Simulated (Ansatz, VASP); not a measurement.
## Two plane-wave programs on Ge

```
Ge
1.0
     0.00000    2.82891    2.82891
     2.82891    0.00000    2.82891
     2.82891    2.82891    0.00000
Ge
2
Cartesian
  0.0000 0.0000 0.0000
  1.4145 1.4145 1.4145
```

Alike in both runs: task single point; functional PBE; k mesh 6 × 6 × 6; occupations fermi-dirac, width 0.05 eV; no spin polarisation.

|  | VASP | Ansatz |
| --- | --- | --- |
| version | VASP 6.6.1 | Ansatz 0.2.0 |
| potentials or method | VASP PAW PBE potentials, release 64 (Ge_d) | plane waves, PAW |
| plane-wave cutoff (eV) | 520 | 500 |
| valence electrons in the cell | 28 | 28 |

Ansatz gave:

* pressure (GPa): 3.7

Q: Estimate VASP's values.

A: Pressure (GPa): 3.6.
